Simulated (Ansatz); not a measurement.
## Response to strain in KF

The parent structure is KF in the rock salt structure (space group Fm-3m, No. 225; a = 5.3068 Å).

Strains are applied to the cell and any free atomic positions relax.

The values are results of PBEsol (Ansatz, a quantum-chemistry and plane-wave program; PAW; 420 eV plane waves; no spin-orbit coupling), not measurements.

```csv
isotropic strain (%),band gap (eV)
-2.5,6.56
-1.5,6.39
-1,6.31
0,6.15
0.5,6.08
1.5,?
2,5.86
2.5,5.79
3,5.72
```

**Question.** Fit E_g = E₀ + Dε (ε in %) to the rows shown and predict the withheld row.

**Answer.** Least squares on the printed values gives E₀ = 6.16 eV, D = -151 meV per % of strain (largest residual 0.02 eV); this predicts 5.94 eV, and the run gives 5.93 eV, in agreement.

Stability against distortions was not tested.
